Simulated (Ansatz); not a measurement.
# Ba: energy above lowest point and pressure against volume per atom

Results calculated with Ansatz 0.2.0 development build, not measured. Equation of state of a cubic crystal from periodic Kohn-Sham density functional theory without spin; pressure corrected for the finite basis.

Cell of the first row (space group Fd-3m, No. 227):
```
CELL_PARAMETERS angstrom
0.00000 3.76190 3.76190
3.76190 0.00000 3.76190
3.76190 3.76190 0.00000
ATOMIC_POSITIONS crystal
Ba 0.00000 0.00000 0.00000
Ba 0.25000 0.25000 0.25000
```

Settings of every row: formula Ba; structure type diamond; functional PBE; spin treatment none; k mesh 25x25x25; occupation method fermi-dirac; occupation width 0.061225619 eV; wave cutoff 420 eV; datasets soft-1 PAW; density cutoff ratio 4.

Limits: a cubic model structure, not a phase known at ambient conditions; some atoms lie unusually close (a squeezed, shaken or made-up cell); no spin-orbit coupling, which can matter with elements this heavy.

```
row  volume per atom (Å³)  energy above lowest point (meV/atom)  pressure (GPa)
  1                 53.24                                  5.89           0.625
  2                54.373                                  2.38           0.375
  3                55.506                                     ?               ?
  4                56.638                                     0          -0.015
  5                57.771                                  0.65          -0.164
  6                58.904                                  2.26          -0.287
  7                60.037                                  4.66          -0.387
```

Question: what energy above lowest point and pressure should row 3 give?

Worked fit of energy above lowest point. Take u = (V_r/V)^(2/3) − 1 with V_r = 57.204 Å³ an atom, which is twice the finite (Eulerian) strain; such expansions in the strain, on which the Birch-Murnaghan equation of state is built, carry the rest volume and the bulk modulus. The shown rows have u = 0.04904, 0.03442, 0.00665, -0.00655, -0.01933, -0.03171. Least squares give energy above lowest point = 0.194 − 49.8 × u + 3072.7 × u² + 6346 × u³ meV/atom; a parabola predicts inner rows, each left out in turn, worse (root mean square 0.13 against 0.0019 meV/atom). All shown rows lie on it to the printed digit. Its lowest point lies at u = 0.0079, or V = 56.53 Å³ an atom, and the curvature there gives the bulk modulus at fixed shape and fractions, B = (4/9)(1 + u)² E″(u)/V = 8.25 GPa. The withheld row has u = 0.02029, so the fit gives 0.194 − 49.8 × (0.02029) + 3072.7 × (0.02029)² + 6346 × (0.02029)³ = 0.50 meV/atom.

The calculation gave 0.5 meV/atom. The fit meets it to the printed digit.

Worked fit of pressure. Take u = (V_r/V)^(2/3) − 1 with V_r = 57.204 Å³ an atom, which is twice the finite (Eulerian) strain; such expansions in the strain, on which the Birch-Murnaghan equation of state is built, carry the rest volume and the bulk modulus. The shown rows have u = 0.04904, 0.03442, 0.00665, -0.00655, -0.01933, -0.03171. Least squares give pressure = −0.0929 + 11.268 × u + 65.17 × u² + 73 × u³ GPa; a parabola predicts inner rows, each left out in turn, worse (root mean square 0.0015 against 0.00021 GPa). All shown rows lie on it to the printed digit. The pressure vanishes at u = 0.0079, or V = 56.53 Å³ an atom, and there the bulk modulus at fixed shape and fractions is B = −V dP/dV = (2/3)(1 + u) dP/du = 8.27 GPa. The withheld row has u = 0.02029, so the fit gives −0.0929 + 11.268 × (0.02029) + 65.17 × (0.02029)² + 73 × (0.02029)³ = 0.163 GPa.

The calculation gave 0.163 GPa. The fit meets it to the printed digit.
